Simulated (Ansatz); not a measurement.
# 3-layer 2H-WS2 (2H stacking) in a perpendicular field, part 2 of 3

Aim: how the 3-layer 2H-WS2 (2H stacking) screens a field along its normal, and what the field does to its bands. A positive field points along +c.

Ansatz 0.2.0; plane-wave DFT, PBE-D3(BJ), Ansatz PAW.

So far. Step 2 (Relaxation): The lattice constant a goes from 3.180 to 3.156 Å.

### 3. Single point, field 0, start network

A sawtooth potential applies the field, turning back in the middle of the vacuum. With the dipole correction the typed value is the field outside the slab. The induced dipole is small, so the SCF threshold is tight.

The cell differs from the one that the last finished run ended in (c 63.827 → 33.312 Å).

input.yaml

```yaml
crystal:
  lattice:
    - [3.1559231582, 0.0, 0.0]
    - [-1.5779615791, 2.7331096274, 0.0]
    - [0.0, 0.0, 33.3123043655]
  atoms:
    - { symbol: S, position: [0.3333333333, 0.6666666667, 0.2701704422] }
    - { symbol: W, position: [0.0, 0.0, 0.3175037608] }
    - { symbol: S, position: [0.3333333333, 0.6666666667, 0.364780256] }
    - { symbol: S, position: [0.0, 0.0, 0.4527417783] }
    - { symbol: W, position: [0.3333333333, 0.6666666667, 0.5] }
    - { symbol: S, position: [0.0, 0.0, 0.5472582217] }
    - { symbol: S, position: [0.3333333333, 0.6666666667, 0.635219744] }
    - { symbol: W, position: [0.0, 0.0, 0.6824962392] }
    - { symbol: S, position: [0.3333333333, 0.6666666667, 0.7298295578] }
kpoints:
  mp_grid: { grid: [18, 18, 1] }
  band_path:
    path: [[0, 0, 0], [0.5, 0, 0], [0.33333333, 0.33333333, 0], [0, 0, 0]]
    npoints: 16
hamiltonian:
  xc: pbe
  dispersion: d3bj
scf:
  occupations: { method: fermi_dirac, width: 0.02585 }
  convergence: { dr2_threshold: 1.0e-10 }
efield:
  axis: 3
  dipole_correction: true
  ramp_position: 0.97
  ramp_width: 0.06
  amplitude: 0
output:
  dos: { projected: true, e_range: [-6, 5] }
  write_potential: true
  write_density: true
  volumetric_format: npy
  elf: true
```

Started as:

```console
$ ansatz run input.yaml --threads 4 --pin off --max-ram 8192MiB --backend cpu --events-out ev --progress --plain --runs-dir out
```

Numbers of over 12 decimals in the logs are rounded to 6 here.

The log of the run:

```text
[...]
Crystal: 9 atoms, lattice volume = 287.335 Å³
Basis set: ecut = 420 eV, 5559 PW (Γ)
Bands: 48, of which v1, the nominal top of the filled ones, is band 39 counted from 1 (38 counted from 0)
Symmetry: 6 space group operations
k-points: 37 of 324 (time reversal used)
[...]
SCF iter   1: F=—  HF=-36577.651650 eV  |F-HF|=—  |Δ(HF+E_count)|=         —  Δρ=4.04e-3  dr2=6.35e-2  ethr=1.77e-3  p=0.000 e·Å  D=9.88e-14 V/Å  ΔV_dip=-0.00 eV  dr2_dipole=1.12e-10  V_vac-E_F(+/−)=4.67/4.67 eV  ⟨swp⟩=8.9  Hψ=8853  notcnv=0
efield: sawtooth ramp at fractional position 0.9700 (set: `efield.ramp_position`, or a place that a band, a saddle search or an elastic batch's reference lends), width 0.0600; the density the first Hamiltonian is built on has a dipole p = 0.000 e·Å; the dipole correction subtracts the counter field D = 9.88e-14 V/Å, which shifts the + side's vacuum level by -0.00 eV against the − side's; the planar-averaged density in the ramp window peaks in size at 2.3e-5 e/Å³
[...]
SCF iter   2: F=—  HF=-36577.657415 eV  |F-HF|=—  |Δ(HF+E_count)|=   5.76e-3  Δρ=2.21e-3  dr2=1.27e-2  ethr=8.14e-5  p=-0.000 e·Å  D=-1.26e-6 V/Å  ΔV_dip=0.00 eV  dr2_dipole=5.26e-10  V_vac-E_F(+/−)=4.73/4.73 eV  ⟨swp⟩=3.2  Hψ=3304  notcnv=0  defer=86
[...]
SCF iter  12: F=-36577.663844 eV  HF=-36577.663844 eV  |F-HF|=7.28e-11  |Δ(HF+E_count)|=  1.24e-10  Δρ=5.48e-8  dr2=2.59e-11  ethr=1.00e-12  p=0.000 e·Å  D=4.00e-8 V/Å  ΔV_dip=-0.00 eV  dr2_dipole=1.99e-13  V_vac-E_F(+/−)=4.59/4.59 eV  ⟨swp⟩=9.0  Hψ=5966  notcnv=0
SCF 1 converged in 12 iterations: F = -36577.663844 eV  dr2 = 2.59e-11
[...]
NSCF: frozen V_eff on 49 k-points
efield: sawtooth ramp at fractional position 0.9700 (kept from the solve that this one continues, or follows in the run), width 0.0600; the density the first Hamiltonian is built on has a dipole p = 0.000 e·Å; the dipole correction subtracts the counter field D = 4.00e-8 V/Å, which shifts the + side's vacuum level by -0.00 eV against the − side's; the planar-averaged density in the ramp window peaks in size at 4.8e-7 e/Å³
WARN: The output density's exchange-correlation potential varies sharply where the density is thin. Do not read a vacuum level from v_tot or v_xc, or from such a field of the output density. On a cell that repeats whose density bears no net charge and no dipole along the vacuum's axis use v_es (v_loc + v_h of the components); under efield.dipole_correction with no amplitude use v_es + v_field, which holds any externa [...]
SCF converged after 12 iterations
Free energy (F): -36577.663844 eV
[...]
Internal energy: -36577.663844 eV  (E = F + TS)
E sigma→0 (E₀):  -36577.663844 eV
Fermi energy:    4.737045 eV
Dipole field:    D = -0.000000 V/Å  (p = -0.000001 e·Å, saw-weighted, corrected)
Work function:   Φ+ = 4.5911 eV   Φ− = 4.5910 eV
Levels:          The Fermi level and band energies are counted from a zero that moves with the ramp; work functions are not
[...]
--- Band table (eV; the first three rows and the last of 37) ---
  k-point 0: bands = [... 35 lower, 2.2894, 3.2252, 3.8257, 4.1930, 6.5507, 6.5507, 6.5585, 6.5585, ... 5 higher]
  k-point 1: bands = [... 35 lower, 2.4888, 3.2250, 3.7810, 4.1012, 6.5117, 6.5261, 6.5336, 6.5532, ... 5 higher]
  k-point 2: bands = [... 35 lower, 2.6166, 3.2008, 3.6192, 3.8255, 6.2393, 6.3043, 6.4015, 6.4257, ... 5 higher]
  k-point 36: bands = [... 35 lower, 1.2987, 3.5356, 3.6249, 3.7063, 5.5600, 5.5726, 5.5727, 6.4140, ... 5 higher]
```

It took 58 s on 4 threads of Intel Xeon at 2.50GHz (Skylake/Cascade Lake), shared host; peak memory 1 GiB; 3 min of CPU time.

This step gave:

```
gap on the k-mesh                  : 1.135 eV
dipole along the normal            : -7.31e-7 e·Å
gap along the path                 : 1.135 eV
smallest direct gap along the path : 1.854 eV
ionisation energy, upper face      : 5.135 eV
electron affinity, upper face      : 4.001 eV
gap, the smaller of path and mesh  : 1.135 eV
```

Running mean over a fixed 2.5 Å (it still follows the layers) of the planar mean; the ramp of the sawtooth is left out. Table of electron's electrostatic potential energy less the Fermi level by z:

```
z (Å)  electron's electrostatic potential energy less the Fermi level (eV)
    4                                                                 4.59
    5                                                                 4.59
    6                                                                 4.56
    7                                                                 3.95
    8                                                               -0.599
    9                                                                -6.34
   10                                                                -12.3
   11                                                                -12.3
   12                                                                -7.63
   13                                                                -1.92
   14                                                                -1.20
   15                                                                -5.79
   16                                                                -12.3
   17                                                                -12.3
   18                                                                -8.30
   19                                                                -2.23
   20                                                                -1.02
   21                                                                -5.22
   22                                                                -12.1
   23                                                                -12.3
   24                                                                -8.94
   25                                                                -2.24
   26                                                                 2.96
   27                                                                 4.52
   28                                                                 4.59
   29                                                                 4.59
   30                                                                 4.59
```

The density of states has structure finer than the step of the table below, so its rows give means over 0.2 eV, whole bins alone (the curve runs from -6 to 1.55 eV). Peaks (eV: height): -5.48: 22.4, -5.26: 30.7, -4.48: 16.8, -3.33: 16.4, -2.64: 10.8, -1.97: 13.0, 1.50: 12.9.

Table of density of states by energy, zero at the Fermi level of the run, which the smearing sets inside the gap; means over each step:

```csv
energy (eV),density of states (states/eV a cell)
-5.8,5.81
-5.6,8.58
-5.4,8.56
-5.2,9.36
-5.0,4.59
-4.8,5.24
-4.6,9.63
-4.4,10.6
-4.2,5.62
-4.0,4.39
-3.8,5.16
-3.6,5.79
-3.4,9.99
-3.2,12.4
-3.0,7.49
-2.8,7.58
-2.6,7.00
-2.4,3.32
-2.2,5.07
-2.0,9.74
-1.8,6.57
-1.6,5.14
-1.4,2.75
-1.2,1.57
-1.0,0.726
-0.8,0.251
-0.6,0.159
-0.4,0
-0.2,0
0.0,0
0.2,0
0.4,0
0.6,0.575
0.8,1.73
1.0,4.56
1.2,6.06
1.4,7.87
```

Projected DOS per atom over height of the atomic layer and energy from the Fermi level. Layers: S W S S W S S W S from below.

Ten even steps from '0' (0.00 states/eV) to '9' (1.70 states/eV), each cell a mean:
```
392292293
151151151
010010010
000000000
000000000
000000000
000000000
010000010
030030030
171171171
392393293
313212313
626626626
746646647
656656656
242242242
233333332
777666777
433333334
433444334
656444656
323333323
```
Columns: height of the atomic layer (Å) from 9 to 24.3 (not evenly spaced); rows upwards: energy from the Fermi level (eV) from -5.96 to 1.51.

Electronic bands along the path, in eV, zero at the Fermi level of the run, which the smearing sets inside the gap:

| point | band 36 | band 37 | band 38 | band 39 | band 40 | band 41 | band 42 | band 43 |
| --- | --- | --- | --- | --- | --- | --- | --- | --- |
| Γ | -2.45 | -1.51 | -0.91 | -0.54 | 1.81 | 1.81 | 1.82 | 1.82 |
| halfway | -2.49 | -2.07 | -1.99 | -1.96 | 0.96 | 1.24 | 1.38 | 1.48 |
| M | -2.24 | -2.15 | -2.06 | -2.00 | 1.84 | 1.87 | 1.88 | 2.16 |
| halfway | -3.14 | -1.65 | -1.54 | -1.45 | 1.49 | 1.54 | 1.57 | 2.24 |
| K | -3.44 | -1.20 | -1.11 | -1.03 | 0.82 | 0.84 | 0.84 | 1.68 |
| halfway | -2.39 | -2.01 | -1.98 | -1.97 | 0.59 | 0.89 | 1.22 | 1.62 |
| Γ | -2.45 | -1.51 | -0.91 | -0.54 | 1.81 | 1.81 | 1.82 | 1.82 |

ELF in the ca plane at fractional y = 0.667, with atoms of S and W within 0.2 Å of it. It is the smooth field of the valence electrons, not physical close to the nuclei.

Ten even steps from '0' (0.00) to '9' (0.94), each cell a mean:
```
00000000000000000012332233123320016787743235
00000000000000000012221233122210026887753336
00000000000000013567774222367764103677532224
00000000000000147998887422688898400244236752
00000000000001368996147523662399710012265365
00000000000001369995147523661299710012364265
00000000000000257998787423687799400234246763
00000000000000013678875222468875103566522323
```
Columns run along c (16.0 Å, from fractional 0.05 to 0.53 of the cell), rows up along a (3.2 Å). Atoms in or near the plane, at fractional coordinates: S at (0.27, 0.33), S at (0.36, 0.33), W at (0.50, 0.33).

Valence density in the ca plane at fractional y = 0.667, with atoms of S and W within 0.2 Å of it. It is the smooth field of the valence electrons, not physical close to the nuclei.

Ten steps, logarithmic in the rise over the least value, from '0' (0.0 e/Å³) to '9' (5.0 e/Å³), each cell a mean:
```
00000000000000000123334565443321113455544444
00000000000000000112334566443321113455544444
00000000000000001234554455455442112344445554
00000000000000001356665444566664211234468985
00000000000000002466566534565565311123589997
00000000000000002466466534565565311123589997
00000000000000001356666444566664211234579986
00000000000000001235555455455543112344456654
```
Columns run along c (16.0 Å, from fractional 0.05 to 0.53 of the cell), rows up along a (3.2 Å). Atoms in or near the plane, at fractional coordinates: S at (0.27, 0.33), S at (0.36, 0.33), W at (0.50, 0.33).

Electrostatic potential energy in the ca plane at fractional y = 0.667, with atoms of S and W within 0.2 Å of it. With pseudopotentials it is smooth inside the atoms' cores, unlike the true potential.

Ten even steps from '0' (-38 eV) to '9' (9 eV), each cell a mean:
```
99999999999999999999987645789999999877888888
99999999999999999999987645789999999877888888
99999999999999999998788766787789999988876567
99999999999999999973237888752258999998730015
99999999999999999841214888611117999998600002
99999999999999999841214888611217999998600002
99999999999999999962126888741148999998730005
99999999999999999987778767777789999988875467
```
Columns run along c (16.0 Å, from fractional 0.05 to 0.53 of the cell; values clipped at the 3rd and 97th percentile), rows up along a (3.2 Å). Atoms in or near the plane, at fractional coordinates: S at (0.27, 0.33), S at (0.36, 0.33), W at (0.50, 0.33).

The gap is 1.13 eV, with the valence edge 5.14 eV and the conduction edge 4.00 eV under the upper vacuum level. Spin-orbit coupling, left out in this run, matters for the bands of elements this heavy.

### 4. Atoms held, field 0.1 V/Å

Edit input.yaml of step 3 so:

```diff
@@ -29,7 +29,6 @@
   dipole_correction: true
-  ramp_position: 0.97
-  ramp_width: 0.06
-  amplitude: 0
+  ramp_position: 0.9625
+  ramp_width: 0.075
+  amplitude: 0.1
 output:
-  dos: { projected: true, e_range: [-6, 5] }
   write_potential: true
@@ -37,2 +36 @@
   volumetric_format: npy
-  elf: true
```

The log of the run:

```text
[...]
Crystal: 9 atoms, lattice volume = 287.335 Å³
Basis set: ecut = 420 eV, 5559 PW (Γ)
Bands: 48, of which v1, the nominal top of the filled ones, is band 39 counted from 1 (38 counted from 0)
Symmetry: 6 space group operations
k-points: 37 of 324 (time reversal used)
[...]
k-point 0: bands = [... 35 lower, 2.2913, 3.2205, 3.8241, 4.2011, 6.4805, 6.4805, 6.5449, 6.5449, ... 5 higher]
  k-point 1: bands = [... 35 lower, 2.4959, 3.2205, 3.7788, 4.1104, 6.4332, 6.4857, 6.5167, 6.5219, ... 5 higher]
  k-point 2: bands = [... 35 lower, 2.6227, 3.1947, 3.6144, 3.8396, 6.1861, 6.3165, 6.3714, 6.3919, ... 5 higher]
  k-point 36: bands = [... 35 lower, 1.3440, 3.4992, 3.6161, 3.7507, 5.4798, 5.5597, 5.6649, 6.4050, ... 5 higher]
[key lines of the parts left out:]
SCF converged after 15 iterations
Free energy (F): -36577.667521 eV
Fermi energy:    4.734357 eV
Dipole field:    D = 0.046320 V/Å  (p = 0.073551 e·Å, saw-weighted, corrected)
```

Run time: 60 s. Hardware: 4 threads; peak memory 0.93 GiB; 3 min of CPU time.

The dipole is 0.0736 e·Å, and the gap 1.113 eV.

### 5. Atoms held, field -0.1 V/Å

Edit input.yaml of step 4 so:

```diff
@@ -31,3 +31,3 @@
   ramp_width: 0.075
-  amplitude: 0.1
+  amplitude: -0.1
 output:
```

The log of the run:

```text
[...]
Crystal: 9 atoms, lattice volume = 287.335 Å³
Basis set: ecut = 420 eV, 5559 PW (Γ)
Bands: 48, of which v1, the nominal top of the filled ones, is band 39 counted from 1 (38 counted from 0)
Symmetry: 6 space group operations
k-points: 37 of 324 (time reversal used)
[...]
k-point 0: bands = [... 35 lower, 2.2913, 3.2205, 3.8241, 4.2011, 6.4805, 6.4805, 6.5449, 6.5449, ... 5 higher]
  k-point 1: bands = [... 35 lower, 2.4959, 3.2205, 3.7788, 4.1104, 6.4332, 6.4857, 6.5167, 6.5219, ... 5 higher]
  k-point 2: bands = [... 35 lower, 2.6227, 3.1947, 3.6144, 3.8396, 6.1861, 6.3165, 6.3714, 6.3919, ... 5 higher]
  k-point 36: bands = [... 35 lower, 1.3440, 3.4992, 3.6161, 3.7507, 5.4798, 5.5597, 5.6649, 6.4050, ... 5 higher]
[key lines of the parts left out:]
SCF converged after 15 iterations
Free energy (F): -36577.667521 eV
Fermi energy:    4.734357 eV
Dipole field:    D = -0.046320 V/Å  (p = -0.073552 e·Å, saw-weighted, corrected)
```

It took 55 s on 4 threads; peak memory 0.93 GiB.

The dipole is -0.0736 e·Å, and the gap 1.113 eV.

(Continued in part 3 of 3.)

[Logs are printed without paths, hosts, clocks, repeated set-up lines and the standing remarks that a program may print on its own settings, such as how far it seeks lower states.]

[Hosts, paths, dates, database ids (printed as entryN), source tags and the programs' standing remarks are cut or masked in the printed files.]

[Maps of the electrostatic potential energy from Ansatz leave out the sawtooth potential of an applied field or a dipole correction, so their vacuum need not be flat; planar profiles and work functions include it.]

[The density of states shown here was stored with 400 of the rows of the run's finer table, so its peaks can read low, often by over a quarter, or be missed, and its means over a window can be off by a tenth or more.]
